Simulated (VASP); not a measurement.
# P (P6/mmm) in VASP: further runs

One crystal, P, is run at these levels: LDA; tasks: single point, relaxation of cell and atoms.

All numbers are computed with VASP 6.6.1; they aren't measurements. Logs are shortened: lines on timing, memory, paths and dates and some standing lists are left out, and cuts for length are marked.

### 1 The structure

Symmetry: P6/mmm, No. 191, hexagonal system. The conventional cell has a = 4.379 Å, b = 4.379 Å, c = 2.477 Å, α = 90.00°, β = 90.00°, γ = 120.00°. P (site symmetry 6/mmm) has 14 P at 2.48 to 2.82 Å as nearest neighbours. Around P (site symmetry -6m2) lie 11 P at 2.48 to 2.82 Å.

This isn't the form of P at room conditions, which is orthorhombic.

### 2 Single point, LDA

INCAR reads:

```
SYSTEM = P
PREC     = Accurate       ! precision mode
ENCUT    = 520            ! plane-wave cutoff, eV
EDIFF    = 1E-6           ! SCF threshold, eV
ISMEAR   = -1             ! smearing method
SIGMA    = 0.1            ! smearing width, eV
LREAL    = .False.        ! projectors in reciprocal space
LASPH    = .True.         ! aspherical terms in the spheres
NELM     = 100            ! most SCF steps
ALGO     = Normal         ! electronic algorithm
ISIF     = 2              ! what is computed and relaxed
LWAVE    = .False.        ! write WAVECAR
LCHARG   = .False.        ! write CHGCAR
NBANDS   = 14             ! bands
```

KPOINTS reads:

```
regular mesh
0
Gamma
  11 11 17
  0 0 0
```

POSCAR reads:

```
P
1.0
    4.3787265793      0.0000000000      0.0000000000
   -2.1893632897      3.7920884539      0.0000000000
    0.0000000000      0.0000000000      2.4770099925
P
3
Direct
    0.0000000000      0.0000000000      0.0000000000
    0.3333333333      0.6666666667      0.5000000000
    0.6666666667      0.3333333333      0.5000000000
```

Potentials or basis: VASP PAW LDA potentials, release 64 (P).

Run with:

```
$ cat potpaw_LDA.64/P/POTCAR > POTCAR
$ mpirun -np 1 vasp_std > vasp.out
```

OUTCAR:

```text
SYSTEM = P
   PREC = Accurate
   ENCUT = 520
   EDIFF = 1E-6
   ISMEAR = -1
   LREAL = .False.
   LASPH = .True.
   NELM = 100
   ISIF = 2

 ion  position               nearest neighbor table
   1  0.000  0.000  0.000-   2 2.82   3 2.82   2 2.82   3 2.82   3 2.82   3 2.82   2 2.82   2 2.82
                             3 2.82   3 2.82   2 2.82   2 2.82
   2  0.333  0.667  0.500-   3 2.53   3 2.53   3 2.53   1 2.82   1 2.82   1 2.82   1 2.82   1 2.82
                             1 2.82
   3  0.667  0.333  0.500-   2 2.53   2 2.53   2 2.53   1 2.82   1 2.82   1 2.82   1 2.82   1 2.82
                             1 2.82

  LATTYP: Found a hexagonal cell.
 ALAT       =     4.3787265793
 C/A-ratio  =     0.5656918622

  Lattice vectors:

 A1 = (   4.3787265793,   0.0000000000,   0.0000000000)
 A2 = (  -2.1893632897,   3.7920884539,   0.0000000000)
 A3 = (   0.0000000000,   0.0000000000,   2.4770099925)

Analysis of symmetry for initial positions (statically):
=====================================================================
 Subroutine PRICEL returns:
 Original cell was already a primitive cell.

 Routine SETGRP: Setting up the symmetry group for a
 hexagonal supercell.

 Subroutine GETGRP returns: Found 24 space group operations
 (whereof 24 operations were pure point group operations)
 out of a pool of 24 trial point group operations.

The static configuration has the point symmetry D_6h.

Analysis of symmetry for dynamics (positions and initial velocities):
=====================================================================
 Subroutine PRICEL returns:
 Original cell was already a primitive cell.

 Routine SETGRP: Setting up the symmetry group for a
 hexagonal supercell.

 Subroutine GETGRP returns: Found 24 space group operations
 (whereof 24 operations were pure point group operations)
 out of a pool of 24 trial point group operations.

The dynamic configuration has the point symmetry D_6h.

 Subroutine INISYM returns: Found 24 space group operations
 (whereof 24 operations are pure point group operations),
 and found     1 'primitive' translations

----------------------------------------------------------------------------------------

                                     Primitive cell

  volume of cell :      41.1296

  direct lattice vectors                    reciprocal lattice vectors
     4.378726579  0.000000000  0.000000000     0.228376900  0.131853464  0.000000000
    -2.189363290  3.792088454  0.000000000     0.000000000  0.263706929  0.000000000
     0.000000000  0.000000000  2.477009993     0.000000000  0.000000000  0.403712542

[... 100 lines left out ...]
   ISMEAR =    -1;   SIGMA  =   0.10  broadening in eV -4-tet -1-fermi 0-gaus
   EFERMI_NEDOS =   21; number of points for ismear=-14 and -15
   IALGO  =     38    algorithm
   IMIX   =      4    mixing-type and parameters
     AMIX     =   0.40;   BMIX     =  1.00
     AMIX_MAG =   1.60;   BMIX_MAG =  1.00
  volume/ion in A,a.u.               =      13.71        92.52
  Fermi-wavevector in a.u.,A,eV,Ry     =   1.169645  2.210308 18.613700  1.368068
  Thomas-Fermi vector in A             =   2.306114
   LORBIT       =      0    0 simple, 1 ext, 2 COOP (PROOUT), +10 PAW based schemes
   GGA     = CA    functional components
   LHFCALC =     F    Hartree Fock is set to
   AEXX    =    0.0000 exact exchange contribution
   IVDW    =     0    specifies the selected vdW correction
   LEPSILON=     F    determine dielectric tensor
   LRPA    =     F    only Hartree local field effects (RPA)
 non-spin polarized calculation
  energy-cutoff  :      520.00
  volume of cell :       41.13
 maximum number of plane-waves:      1124
 NGX is ok and might be reduce to    36
   NGX = 17   NGY = 17   NGZ =  9

 number of electron      14.9999999 magnetization

 Free energy of the ion-electron system (eV)
  ---------------------------------------------------
  ext. energy  EPLUGINS =         0.00000000
  ---------------------------------------------------
  free energy    TOTEN  =       -16.43854733 eV

  energy without entropy =      -16.38961799  energy(sigma->0) =      -16.41408266

 E-fermi :  10.5096     XC(G=0): -11.7864

 val. band max:       10.5071354450   @ k =   0.2727   0.2727   0.2941
 cond. band min:      10.5127531477   @ k =   0.4545   0.0000   0.0588
 fundamental gap:      0.0056177027
 Fermi energy:        10.5096081358

 k-point     1 :       0.0000    0.0000    0.0000
  band No.  band energies     occupation
      1      -6.3377      2.00000
      2       1.3151      2.00000
      3       1.3805      2.00000
      4       4.3697      2.00000
      5       4.3697      2.00000
      6       4.6319      2.00000
      7       4.6319      2.00000
      8      14.4463      0.00000
      9      17.2338      0.00000
     10      17.2338      0.00000
     11      17.5401      0.00000
     12      19.2136      0.00000
     13      19.2595      0.00000
     14      21.9028      0.00000
[... 377 lines left out ...]
      1      -5.6977      2.00000
      2      -0.6545      2.00000
      3       0.0152      2.00000
      4       3.5126      2.00000
      5       4.8877      2.00000
      6       7.8286      2.00000
      7       8.5057      2.00000
      8      13.5224      0.00000
      9      14.0788      0.00000
     10      15.8523      0.00000
     11      17.5350      0.00000
     12      17.8938      0.00000
     13      19.3305      0.00000
     14      21.2821      0.00000

 [... further k-points ...]

------------------------ aborting loop because EDIFF is reached ----------------------------------------

  FORCE on cell =-STRESS in cart. coord.  units (eV):
  Direction    XX          YY          ZZ          XY          YZ          ZX
  --------------------------------------------------------------------------------------
  -------------------------------------------------------------------------------------
  Total       -0.0887575     -0.0887575      0.0584186      0.0000000     -0.0000000     -0.0000000
  in kB       -3.4574940     -3.4574940      2.2756632      0.0000000     -0.0000000     -0.0000000
  external PRESSURE =      -1.5464416 kB  Pullay stress =       0.0000000 kB

 VOLUME and BASIS-vectors are now :
 -----------------------------------------------------------------------------
  energy-cutoff  :      520.00
  volume of cell :       41.13
      direct lattice vectors                 reciprocal lattice vectors
     4.378726579  0.000000000  0.000000000     0.228376900  0.131853464  0.000000000
    -2.189363290  3.792088454  0.000000000     0.000000000  0.263706929  0.000000000
     0.000000000  0.000000000  2.477009993     0.000000000  0.000000000  0.403712542

 POSITION                                       TOTAL-FORCE (eV/Angst)
 -----------------------------------------------------------------------------------
      0.00000      0.00000      0.00000        -0.000000      0.000000      0.000000
     -0.00000      2.52806      1.23850         0.000000      0.000000      0.000000
      2.18936      1.26403      1.23850        -0.000000      0.000000      0.000000
 -----------------------------------------------------------------------------------
    total drift:                               -0.000000     -0.000000     -0.000000

  FREE ENERGIE OF THE ION-ELECTRON SYSTEM (eV)
  ---------------------------------------------------
  free  energy   TOTEN  =       -16.4385473334 eV

  energy  without entropy=      -16.3896179864  energy(sigma->0) =      -16.41408266
```

stdout:

```text
POSCAR found type information on POSCAR P
 POSCAR found :  1 types and       3 ions
 scaLAPACK will be used
 LDA part: xc-table for (Slater(with rela. corr.)+CA(PZ))
 , standard interpolation
 POSCAR, INCAR and KPOINTS ok, starting setup
 FFT: planning ... GRIDC
 FFT: planning ... GRID_SOFT
 FFT: planning ... GRID
 WAVECAR not read
 entering main loop
```

Wall time 18 s (1 thread of Intel Xeon 6975P-C (Granite Rapids), shared host); peak memory 0.17 GiB.

What came out:

```yaml
Free_energy: -16.4385 eV
Pressure: -0.2 GPa
Band_gap_on_the_k_mesh: none (metal or under the smearing width)
```

Stress tensor (GPa, compression positive):
```
-0.35  0.00  0.00
 0.00 -0.35  0.00
 0.00  0.00  0.23
```

### 3 Single point, LDA

This run uses another cell than the first one, of 12.06 Å³/atom, 0.880 times its volume.

INCAR reads:

```
SYSTEM = P
  PREC = Accurate
  ENCUT = 520
  EDIFF = 1E-6
  ISMEAR = -1
  SIGMA = 0.1
  LREAL = .FALSE.
  LASPH = .TRUE.
  NELM = 60
  ALGO = Fast
  ISIF = 2
  LWAVE = .FALSE.
  LCHARG = .FALSE.
  NBANDS = 14
```

KPOINTS reads:

```
Automatic mesh
0
G
  9 9 14
  0 0 0
```

POSCAR reads:

```
P
1.0
    4.1960634962      0.0000000000      0.0000000000
   -2.0980317481      3.6338975836      0.0000000000
    0.0000000000      0.0000000000      2.3736789729
P
3
Direct
    0.0000000000      0.0000000000      0.0000000000
    0.3333333333      0.6666666667      0.5000000000
    0.6666666667      0.3333333333      0.5000000000
```

Potentials or basis: VASP PAW LDA potentials, release 64 (P).

Run with:

```
$ cat potpaw_LDA.64/P/POTCAR > POTCAR
$ mpirun -np 1 vasp_std > vasp.out
```

Wall time 11 s (1 thread of Intel Xeon 6975P-C (Granite Rapids), shared host); peak memory 0.15 GiB.

Results (log left out):

```
Free energy            : -16.1794 eV
Pressure               : 17.4 GPa
Band gap on the k mesh : none (metal or under the smearing width)
```

Stress tensor (GPa, compression positive):
```
15.82  0.00  0.00
 0.00 15.82  0.00
 0.00  0.00 20.44
```

Levels at points of the mesh, in eV from the Fermi level:
```
           k point  band 5  band 6  band 7  band 8  band 9  band 10  band 11  band 12
(0.00, 0.00, 0.00)   -7.10   -6.83   -6.83    4.44    7.01     7.90     7.90    10.20
(0.00, 0.00, 0.50)   -3.20   -3.10   -3.10   -3.02   -1.06    -1.06    -0.65    -0.65
```

Caveat: so large a pressure means that the cell lies far from this level's equilibrium, or that cutoff or potentials fall short.

### 4 Single point, LDA

INCAR reads:

```
PREC = Accurate
ENCUT = 520
EDIFF = 1E-7
ISMEAR = -1
SIGMA = 0.1
LREAL = F
LASPH = T
NELM = 80
ALGO = Normal
ISIF = 2
LWAVE = F
LCHARG = F
NBANDS = 14
```

KPOINTS reads:

```
regular mesh
0
Gamma
  8 8 12
```

POSCAR reads:

```
P
1.0
    4.3787265793      0.0000000000      0.0000000000
   -2.1893632897      3.7920884539      0.0000000000
    0.0000000000      0.0000000000      2.4770099925
P
3
Direct
    0.0000000000      0.0000000000      0.0000000000
    0.3333333333      0.6666666667      0.5000000000
    0.6666666667      0.3333333333      0.5000000000
```

Run with:

```
$ cat potpaw_LDA.64/P/POTCAR > POTCAR
$ mpirun -np 1 vasp_std > vasp.out
```

It took 11 s on 1 thread of Intel Xeon 6975P-C (Granite Rapids), shared host; peak memory 0.15 GiB.

It converged, with:

| Item | Value |
| --- | --- |
| Free energy | -16.4563 eV |
| Pressure | -0.1 GPa |
| Band gap on the k mesh | none (metal or under the smearing width) |

Levels at points of the mesh, in eV from the Fermi level:
| k point | band 5 | band 6 | band 7 | band 8 | band 9 | band 10 | band 11 | band 12 |
| --- | --- | --- | --- | --- | --- | --- | --- | --- |
| (0.00, 0.00, 0.00) | -6.07 | -5.81 | -5.81 | 4.00 | 6.79 | 6.79 | 7.10 | 8.77 |
| (0.50, 0.00, 0.00) | -1.18 | -0.93 | 0.60 | 0.97 | 2.69 | 5.89 | 5.92 | 6.71 |
| (0.00, 0.00, 0.50) | -3.51 | -3.31 | -2.62 | -2.62 | -0.69 | -0.69 | -0.06 | -0.06 |
| (0.50, 0.00, 0.50) | -5.21 | -4.58 | -3.91 | -1.82 | 2.30 | 2.90 | 4.27 | 4.68 |

### 5 Relaxation of cell and atoms, LDA

This run uses another cell than the first one, of 15.22 Å³/atom, 1.110 times its volume.

INCAR reads:

```
ALGO = Fast
EDIFF = 1E-6
EDIFFG = -0.01
ENCUT = 600
IBRION = 2
ISIF = 3
ISMEAR = -1
LASPH = T
LCHARG = F
LREAL = F
LWAVE = F
NELM = 60
NSW = 80
PREC = Accurate
SIGMA = 0.1
```

KPOINTS reads:

```
k-points
0
Gamma
  8 8 12
```

POSCAR reads:

```
P
1.0
    4.4144220315      0.0000000000      0.0000000000
   -2.2072110158      3.8230016223      0.0000000000
    0.0000000000      0.0000000000      2.7060407053
P
3
Direct
    0.0000000000      0.0000000000      0.0000000000
    0.3333333333      0.6666666667      0.5000000000
    0.6666666667      0.3333333333      0.5000000000
```

Run with:

```
$ cat potpaw_LDA.64/P/POTCAR > POTCAR
$ mpirun -np 1 vasp_std > vasp.out
```

It took 59 s on 1 thread of Intel Xeon 6975P-C (Granite Rapids), shared host; peak memory 0.16 GiB.

It converged, with:

```
Free energy                            : -16.4570 eV
Relaxed volume                         : 13.70 Å³/atom
Relaxed cell                           : a = 4.377 Å, b = 4.377 Å, c = 2.477 Å, α = 90.00°, β = 90.00°, γ = 120.00°
Space group after relaxing (to 0.05 Å) : P6/mmm (No. 191)
Energy gained by relaxing              : 72.2 meV/atom
Ionic steps                            : 8
Pressure after relaxing                : 0.0 GPa
```

Stress tensor (GPa, compression positive):
```
 0.04  0.00  0.00
 0.00  0.04  0.00
 0.00  0.00 -0.09
```

The path:
| step | energy change (eV) | largest force (eV/Å) | pressure (GPa) | volume (Å³) |
| --- | --- | --- | --- | --- |
| 1 | 0.0000 | 0.0000 | -9.08 | 45.67 |
| 2 | -0.1834 | 0.0000 | 2.28 | 40.19 |
| 3 | -0.1846 | 0.0000 | 1.27 | 40.56 |
| 4 | -0.2107 | 0.0000 | 1.01 | 40.67 |
| 5 | -0.2152 | 0.0000 | 1.03 | 40.72 |
| 6 | -0.2153 | 0.0000 | 1.01 | 40.72 |
| 7 | -0.2163 | 0.0000 | -0.43 | 41.28 |
| 8 | -0.2165 | 0.0000 | 0.00 | 41.10 |

Final structure:
```cif
data_structure
_symmetry_space_group_name_H-M 'P 1'
_symmetry_Int_Tables_number 1
_cell_length_a 4.3771
_cell_length_b 4.3771
_cell_length_c 2.4771
_cell_angle_alpha 90.000
_cell_angle_beta 90.000
_cell_angle_gamma 120.000
_cell_volume 41.10
loop_
_atom_site_label
_atom_site_type_symbol
_atom_site_fract_x
_atom_site_fract_y
_atom_site_fract_z
_atom_site_occupancy
P1 P 0.00000 0.00000 0.00000 1
P2 P 0.33333 0.66667 0.50000 1
P3 P 0.66667 0.33333 0.50000 1
```

Levels at points of the mesh, in eV from the Fermi level:
```tsv
k point	band 6	band 7	band 8	band 9	band 10	band 11
(0.00, 0.00, 0.00)	-5.82	-5.82	3.99	6.80	6.80	7.09
(0.50, 0.00, 0.00)	-0.92	0.60	0.97	2.69	5.88	5.91
(0.00, 0.00, 0.50)	-3.31	-2.63	-2.63	-0.69	-0.69	-0.07
(0.50, 0.00, 0.50)	-4.58	-3.92	-1.82	2.30	2.91	4.27
```

Caveat: the bands computed are all filled at some k points, so no gap is given.

### 6 The runs side by side

| task | cell | k mesh | cutoff (eV) | gap on the mesh (eV) | pressure (GPa) |
| --- | --- | --- | --- | --- | --- |
| single point | P6/mmm, 13.71 Å³/atom | 11 × 11 × 17 | 520 | none | -0.2 |
| single point | P6/mmm, 12.06 Å³/atom | 9 × 9 × 14 | 520 | none | 17.4 |
| single point | P6/mmm, 13.71 Å³/atom | 8 × 8 × 12 | 520 | none | -0.1 |
| relaxation of cell and atoms | relaxed | 8 × 8 × 12 | 600 | - | 0.0 |

Alike in all rows: level LDA; potentials or basis VASP PAW LDA potentials, release 64 (P); no spin polarisation; smearing fermi-dirac 0.1 eV.

Every run on the cell as given and a fine mesh finds a metal.

Caveats: so large a pressure means that the cell lies far from this level's equilibrium, or that cutoff or potentials fall short (some runs); the bands computed are all filled at some k points, so no gap is given (some runs).

Total energies depend on the potentials used, so only differences within one code and one set of settings carry meaning.
